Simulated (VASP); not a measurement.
# Se (P3_121) in VASP: notebook, part 2 of 3

VASP 6.6.1. Earlier steps stand in the parts before.

## Step 3: Single point, HSE06

The input, POSCAR:

```
Se
1.0
    4.3662000000      0.0000000000      0.0000000000
   -2.1831000000      3.7812401180      0.0000000000
    0.0000000000      0.0000000000      4.9536000000
Se
3
Direct
    0.7746000000      0.7746000000      0.0000000000
    0.0000000000      0.2254000000      0.6666666667
    0.2254000000      0.0000000000      0.3333333333
```

The input, INCAR.step1:

```
  PREC = Accurate
  ENCUT = 460
  EDIFF = 1E-5
  ISMEAR = 0
  SIGMA = 0.01
  LREAL = False
  LASPH = True
  NELM = 100
  ALGO = Normal
  ISIF = 2
  LWAVE = True
  NKRED = 1
  NBANDS = 17
  GGA = PE
```

The input, INCAR.step2:

```
  PREC = Accurate
  ENCUT = 460
  EDIFF = 1E-6
  ISMEAR = 0
  SIGMA = 0.01
  LREAL = False
  LASPH = True
  NELM = 100
  ALGO = Normal
  ISIF = 2
  LWAVE = False
  LCHARG = False
  GGA = PE
  LHFCALC = True
  HFSCREEN = 0.2
  PRECFOCK = Fast
  NKRED = 1
  NBANDS = 17
  ISTART = 1
```

The input, KPOINTS:

```
Automatic mesh
0
Gamma
  4 4 4
```

Potentials or basis: VASP PAW PBE potentials, release 64 (Se).

Started as:

```console
cat potpaw_PBE.64/Se/POTCAR > POTCAR
cp INCAR.step1 INCAR
mpirun -np 1 vasp_std > vasp.out
cp INCAR.step2 INCAR
mpirun -np 1 vasp_std > vasp.out
```

OUTCAR:

```text
PREC = Accurate
   ENCUT = 460
   EDIFF = 1E-6
   ISMEAR = 0
   LREAL = False
   LASPH = True
   NELM = 100
   ISIF = 2
   GGA = PE
   LHFCALC = True
   HFSCREEN = 0.2
   PRECFOCK = Fast
   NKRED = 1
   ISTART = 1

 Found     13 irreducible k-points:

 Following reciprocal coordinates:
            Coordinates               Weight
  0.000000  0.000000  0.000000      1.000000
  0.250000  0.000000  0.000000      6.000000
  0.500000  0.000000  0.000000      3.000000
  0.250000  0.250000  0.000000      6.000000
  0.000000  0.000000  0.250000      2.000000
  0.250000  0.000000  0.250000      6.000000
   k-points           NKPTS =     13   k-points in BZ     NKDIM =     64   number of bands    NBANDS=     17
   number of dos      NEDOS =    301   number of ions     NIONS =      3
   total plane-waves  NPLWV =  36864
   dimension x,y,z NGX =    32 NGY =   32 NGZ =   36
   dimension x,y,z NGXF=    64 NGYF=   64 NGZF=   72
   ions per type =               3
   NGX,Y,Z   is equivalent  to a cutoff of  12.18, 12.18, 12.08 a.u.
   NGXF,Y,Z  is equivalent  to a cutoff of  24.37, 24.37, 24.16 a.u.
 SYSTEM =  unknown system
   PREC   = accura    normal or accurate (medium, high low for compatibility)
   ISTART =      1    job   : 0-new  1-cont  2-samecut
   ICHARG =      0    charge: 1-file 2-atom 10-const
   ISPIN  =      1    spin polarized calculation?
   LNONCOLLINEAR =      F non collinear calculations
   LSORBIT =      F    spin-orbit coupling
   LASPH  =      T    aspherical Exc in radial PAW
   ENCUT  =  460.0 eV  33.81 Ry    5.81 a.u.   7.64  7.64  8.66*2*pi/ulx,y,z
   NELM   =    100;   NELMIN=  2; NELMDL=  0     # of ELM steps
   EDIFF  = 0.1E-05   stopping-criterion for ELM
   LREAL  =      F    real-space projection
   EDIFFG = 0.1E-04   stopping-criterion for IOM
   NSW    =      0    number of steps for IOM
   IBRION =     -1    ionic relax: 0-MD 1-quasi-New 2-CG
   NFREE  =      0    steps in history (QN), initial steepest desc. (CG)
   ISIF   =      2    stress and relaxation
   ISYM   =      3    0-nonsym 1-usesym 2-fastsym
   POTIM  = 0.5000    time-step for ionic-motion
   TEBEG  =    0.0;   TEEND  =   0.0 temperature during run
   PSTRESS=    0.0 pullay stress
   NELECT =      18.0000    total number of electrons
   NUPDOWN=      -1.0000    fix difference up-down
   EMIN   =  10.00;   EMAX   =-10.00  energy-range for DOS
   EFERMI =   0.00;   METHOD = LEGACY
   ISMEAR =     0;   SIGMA  =   0.01  broadening in eV -4-tet -1-fermi 0-gaus
   EFERMI_NEDOS =   21; number of points for ismear=-14 and -15
   IALGO  =     38    algorithm
   IMIX   =      1    mixing-type and parameters
     AMIX     =   0.40;   BMIX     =  1.00
     AMIX_MAG =   1.60;   BMIX_MAG =  1.00
  volume/ion in A,a.u.               =      27.26       183.96
  Fermi-wavevector in a.u.,A,eV,Ry     =   0.988430  1.867862 13.292817  0.976995
  Thomas-Fermi vector in A             =   2.119956
   LORBIT       =      0    0 simple, 1 ext, 2 COOP (PROOUT), +10 PAW based schemes
   GGA     = PE    functional components
   LHFCALC =     T    Hartree Fock is set to
   PRECFOCK=fast      Normal, Fast or Accurate (Low or Medium for compatibility)
   ENCUT4O =  -1.0   cutoff for four orbital integrals eV
   NKREDX  =     1    reduce k-point grid by
   NKREDY  =     1    reduce k-point grid by
   NKREDZ  =     1    reduce k-point grid by
   AEXX    =    0.2500 exact exchange contribution
   HFSCREEN=    0.2000 screening length (either q_TF or 0.3 A-1)
   HFSCREENC=   0.2000 screening length for correlation (either q_TF or 0.3 A-1)
   ENCUTFOCK=  -1.0 apply spherical cutoff to Coloumb kernel
   IVDW    =     0    specifies the selected vdW correction
   LEPSILON=     F    determine dielectric tensor
   LRPA    =     F    only Hartree local field effects (RPA)
 non-spin polarized calculation
 Gauss-broadening in eV      SIGMA  =   0.01
  energy-cutoff  :      460.00
  volume of cell :       81.78
 maximum number of plane-waves:      1847
 NGX is ok and might be reduce to    32
  NGX = 18; NGY = 18; NGZ = 20

 number of electron      18.0000003 magnetization

 Free energy of the ion-electron system (eV)
  ---------------------------------------------------
  ext. energy  EPLUGINS =         0.00000000
  ---------------------------------------------------
  free energy    TOTEN  =       -13.28868189 eV

  energy without entropy =      -13.28868189  energy(sigma->0) =      -13.28868189

 E-fermi :   2.2980     XC(G=0):  -7.3659

 val. band max:        2.1862627448   @ k =   0.5000   0.0000   0.5000
 cond. band min:       4.1471226929   @ k =   0.0000   0.0000   0.5000
 fundamental gap:      1.9608599481
 Fermi energy:         2.2979940993

 k-point     1 :       0.0000    0.0000    0.0000
  band No.  band energies     occupation
      1     -15.1876      2.00000
      2     -10.6073      2.00000
      3     -10.6073      2.00000
      4      -1.9090      2.00000
      5      -1.9090      2.00000
      6      -1.8837      2.00000
      7      -0.2110      2.00000
      8      -0.2110      2.00000
      9       1.5607      2.00000
     10       4.9183      0.00000
     11       4.9183      0.00000
     12       5.2038      0.00000
     13       9.2435      0.00000
     14       9.5172      0.00000
     15       9.5172      0.00000
     16      11.5405      0.00000
     17      11.8822      0.00000

 k-point     2 :       0.2500    0.0000    0.0000
  band No.  band energies     occupation
      1     -14.9428      2.00000
      2     -10.8447      2.00000
      3     -10.5813      2.00000
      4      -3.0991      2.00000
      5      -2.5100      2.00000
      6      -1.7462      2.00000
      7      -0.1511      2.00000
      8       0.3281      2.00000
      9       1.1724      2.00000
     10       4.8740      0.00000
     11       5.0047      0.00000
     12       5.8470      0.00000
     13       8.9870      0.00000
     14       9.3277      0.00000
     15      11.1124      0.00000
     16      12.0024      0.00000
     17      12.2642      0.00000

 k-point     3 :       0.5000    0.0000    0.0000
  band No.  band energies     occupation
      1     -14.6480      2.00000
      2     -11.1696      2.00000
      3     -10.5535      2.00000
      4      -3.4391      2.00000
      5      -2.8942      2.00000
      6      -1.6318      2.00000
      7      -1.0070      2.00000
      8       0.2010      2.00000
      9       0.9717      2.00000
     10       4.9022      0.00000
     11       5.3376      0.00000
     12       7.2532      0.00000
     13       8.2659      0.00000
     14      10.8130      0.00000
     15      12.9129      0.00000
     16      12.9553      0.00000
     17      13.6793      0.00000

 k-point     4 :       0.2500    0.2500    0.0000
  band No.  band energies     occupation
      1     -14.6528      2.00000
      2     -11.0091      2.00000
      3     -10.7247      2.00000
      4      -3.2789      2.00000
      5      -3.1213      2.00000
      6      -1.3418      2.00000
      7      -0.7041      2.00000
      8      -0.2072      2.00000
      9       0.5072      2.00000
     10       5.5054      0.00000
     11       6.0221      0.00000
     12       6.5384      0.00000
     13       8.8440      0.00000
     14      10.0037      0.00000
     15      11.9683      0.00000
     16      12.5476      0.00000
     17      13.6332      0.00000

 k-point     5 :       0.0000    0.0000    0.2500
  band No.  band energies     occupation
      1     -14.8609      2.00000
      2     -12.4201      2.00000
      3      -8.8879      2.00000
      4      -2.5913      2.00000
      5      -1.7197      2.00000
      6      -1.5759      2.00000
      7      -0.0770      2.00000
      8       0.3087      2.00000
      9       1.1160      2.00000
     10       4.4262      0.00000
     11       4.4898      0.00000
     12       4.6846      0.00000
     13       9.8029      0.00000
     14      10.2652      0.00000
     15      10.4609      0.00000
     16      10.6289      0.00000
     17      11.6482      0.00000

 k-point     6 :       0.2500    0.0000    0.2500
  band No.  band energies     occupation
      1     -14.6291      2.00000
      2     -12.3172      2.00000
      3      -9.3315      2.00000
      4      -3.0887      2.00000
      5      -2.6271      2.00000
      6      -1.4868      2.00000
      7      -0.3644      2.00000
      8       0.1952      2.00000
      9       1.1510      2.00000
     10       4.8032      0.00000
     11       5.3128      0.00000
     12       5.8616      0.00000
     13       9.4142      0.00000
     14      10.0458      0.00000
     15      10.5784      0.00000
     16      11.2325      0.00000
     17      12.3313      0.00000

 [... further k-points ...]

------------------------ aborting loop because EDIFF is reached ----------------------------------------

  FORCE on cell =-STRESS in cart. coord.  units (eV):
  Direction    XX          YY          ZZ          XY          YZ          ZX
  --------------------------------------------------------------------------------------
  -------------------------------------------------------------------------------------
  Total        0.3618941      0.3618941      0.0856301      0.0000000      0.0000000     -0.0000000
  in kB        7.0897887      7.0897887      1.6775607      0.0000000      0.0000000     -0.0000000
  external PRESSURE =       5.2857127 kB  Pullay stress =       0.0000000 kB

 VOLUME and BASIS-vectors are now :
 -----------------------------------------------------------------------------
  energy-cutoff  :      460.00
  volume of cell :       81.78
      direct lattice vectors                 reciprocal lattice vectors
     4.366200000  0.000000000  0.000000000     0.229032110  0.132231751  0.000000000
    -2.183100000  3.781240118  0.000000000     0.000000000  0.264463501  0.000000000
     0.000000000  0.000000000  4.953600000     0.000000000  0.000000000  0.201873385

 POSITION                                       TOTAL-FORCE (eV/Angst)
 -----------------------------------------------------------------------------------
      1.69103      2.92895      0.00000         0.094430      0.163557     -0.000000
     -0.49207      0.85229      3.30240         0.094430     -0.163557      0.000000
      0.98414      0.00000      1.65120        -0.188859     -0.000000     -0.000000
 -----------------------------------------------------------------------------------
    total drift:                               -0.000000     -0.000000      0.000000

  FREE ENERGIE OF THE ION-ELECTRON SYSTEM (eV)
  ---------------------------------------------------
  free  energy   TOTEN  =       -13.2886818853 eV

  energy  without entropy=      -13.2886818853  energy(sigma->0) =      -13.28868189
```

Wall time 3.4 min (1 thread of Intel Xeon 6975P-C (Granite Rapids), shared host); peak memory 0.28 GiB.

These settings aren't checked as converged: the numbers below hold their error.

What came out:

| Item | Value |
| --- | --- |
| Free energy | -13.2887 eV |
| Pressure | 0.5 GPa |
| Largest force | 0.189 eV/Å |
| Band gap on the k mesh | 1.96 eV, indirect (least direct gap 2.41 eV) |

Caveat: the PAW data sets were made with another functional, which shifts forces and pressure a little.

## Step 4: Relaxation of cell and atoms, PBEsol

The input, INCAR:

```
PREC = Accurate
ENCUT = 600
EDIFF = 1E-7
ISMEAR = 0
SIGMA = 0.02
LREAL = False
LASPH = True
NELM = 100
ALGO = Normal
ISIF = 3
LWAVE = False
LCHARG = False
GGA = PS
IBRION = 2
NSW = 40
EDIFFG = -0.02
```

The input, KPOINTS:

```
regular mesh
0
Gamma
  6 6 6
```

POSCAR is that of step 3.

Potentials or basis: VASP PAW PBE potentials, release 64 (Se).

Started as:

```console
cat potpaw_PBE.64/Se/POTCAR > POTCAR
mpirun -np 1 vasp_std > vasp.out
```

OUTCAR:

```text
PREC = Accurate
   ENCUT = 600
   EDIFF = 1E-7
   ISMEAR = 0
   LREAL = False
   LASPH = True
   NELM = 100
   ISIF = 3
   GGA = PS
   IBRION = 2
   NSW = 40
   EDIFFG = -0.02

 ion  position               nearest neighbor table
   1  0.775  0.775  0.000-   2 2.37   3 2.37
   2  0.000  0.225  0.667-   1 2.37   3 2.37
   3  0.225  0.000  0.333-   1 2.37   2 2.37

  LATTYP: Found a hexagonal cell.
 ALAT       =     4.3662000000
 C/A-ratio  =     1.1345334616

  Lattice vectors:

 A1 = (   4.3662000000,   0.0000000000,   0.0000000000)
 A2 = (  -2.1831000000,   3.7812401180,   0.0000000000)
 A3 = (   0.0000000000,   0.0000000000,   4.9536000000)

Analysis of symmetry for initial positions (statically):
=====================================================================
 Subroutine PRICEL returns:
[... 499 lines left out ...]
      6       0.4033      2.00000
      7       1.9255      2.00000
      8       1.9255      2.00000
      9       3.2451      2.00000
     10       5.2186      0.00000
     11       5.2186      0.00000
     12       5.8582      0.00000
     13      10.0692      0.00000
[... 354 lines left out ...]
  band No.  band energies     occupation
      1     -11.2708      2.00000
      2      -9.9895      2.00000
      3      -6.9198      2.00000
      4      -1.5820      2.00000
      5      -0.9132      2.00000
      6       0.0872      2.00000
      7       1.0873      2.00000
      8       2.6157      2.00000
      9       3.0601      2.00000
     10       5.0646      0.00000
     11       5.8806      0.00000
     12       6.6724      0.00000
     13       9.5521      0.00000

 [... further k-points ...]

------------------------ aborting loop because EDIFF is reached ----------------------------------------

  FORCE on cell =-STRESS in cart. coord.  units (eV):
  Direction    XX          YY          ZZ          XY          YZ          ZX
  --------------------------------------------------------------------------------------
  -------------------------------------------------------------------------------------
  Total        0.0473790      0.0473790     -0.0506071      0.0000000      0.0000000      0.0000000
  in kB        1.0563181      1.0563181     -1.1282888      0.0000000      0.0000000      0.0000000
  external PRESSURE =       0.3281158 kB  Pullay stress =       0.0000000 kB
[... 18 lines left out ...]
  FREE ENERGIE OF THE ION-ELECTRON SYSTEM (eV)
  ---------------------------------------------------
  free  energy   TOTEN  =       -11.5590148411 eV

  energy  without entropy=      -11.5590148411  energy(sigma->0) =      -11.55901484

 reached required accuracy - stopping structural energy minimisation
```

It took 3.7 min on 1 thread of Intel Xeon Platinum 8259CL at 2.50GHz (Skylake/Cascade Lake), shared host; peak memory 0.24 GiB.

Results:

| Property | Result |
| --- | --- |
| Free energy | -11.5590 eV |
| Relaxed volume | 23.95 Å³/atom |
| Relaxed cell | a = 4.017 Å, b = 4.017 Å, c = 5.142 Å, α = 90.00°, β = 90.00°, γ = 120.00° |
| Space group after relaxing (to 0.05 Å) | P3_121 (No. 152) |
| Energy gained by relaxing | 24.4 meV/atom |
| Ionic steps | 9 |
| Pressure after relaxing | 0.0 GPa |
| Largest force after relaxing | 0.009 eV/Å |
| Band gap on the k mesh | 0.38 eV, direct |

Forces in eV/Å, atoms in the order of the input:
```
Se   0.005  0.008  0.000
Se   0.005 -0.008  0.000
Se  -0.009  0.000  0.000
```

Step by step:
| step | energy change (eV) | largest force (eV/Å) | pressure (GPa) | volume (Å³) |
| --- | --- | --- | --- | --- |
| 1 | 0.0000 | 0.3318 | 0.36 | 81.78 |
| 2 | -0.0097 | 0.0114 | -1.32 | 82.51 |
| 3 | -0.0100 | 0.0376 | -1.07 | 82.40 |
| 4 | -0.0235 | 0.0439 | -0.98 | 80.96 |
| 5 | -0.0567 | 0.0815 | -0.37 | 76.70 |
| 6 | -0.0493 | 0.1969 | 2.70 | 68.43 |
| 7 | -0.0690 | 0.1505 | 0.63 | 73.32 |
| 8 | -0.0694 | 0.1620 | 0.97 | 72.32 |
| 9 | -0.0733 | 0.0091 | 0.03 | 71.86 |

Final structure:
```yaml
crystal:
  lattice:
    - [4.01733, 0.00000, 0.00000]
    - [-2.00867, 3.47911, 0.00000]
    - [0.00000, 0.00000, 5.14157]
  atoms:
    - { symbol: Se, position: [0.74924, 0.74924, 0.00000] }
    - { symbol: Se, position: [0.00000, 0.25076, 0.66667] }
    - { symbol: Se, position: [0.25076, 0.00000, 0.33333] }
```

Levels at points of the mesh, in eV from the valence-band top:
```tsv
k point	band 6	band 7	band 8	band 9	band 10	band 11	band 12	band 13
(0.00, 0.00, 0.00)	-3.43	-1.91	-1.91	-0.59	1.39	1.39	2.03	6.24
(0.50, 0.00, 0.00)	-3.91	-3.74	-1.47	-0.99	1.35	1.58	4.17	4.29
(0.00, 0.00, 0.50)	-3.11	-1.43	-1.34	-1.34	0.84	0.85	0.85	5.43
(0.50, 0.00, 0.50)	-4.30	-2.55	-2.07	-0.13	1.21	2.43	2.97	5.84
```

Caveat: the PAW data sets were made with another functional, which shifts forces and pressure a little; the volume moved by -12 % from the deposited cell, more than functionals usually miss. As with any semilocal functional, this PBEsol gap is likely too small.

(Continued in part 3 of 3.)
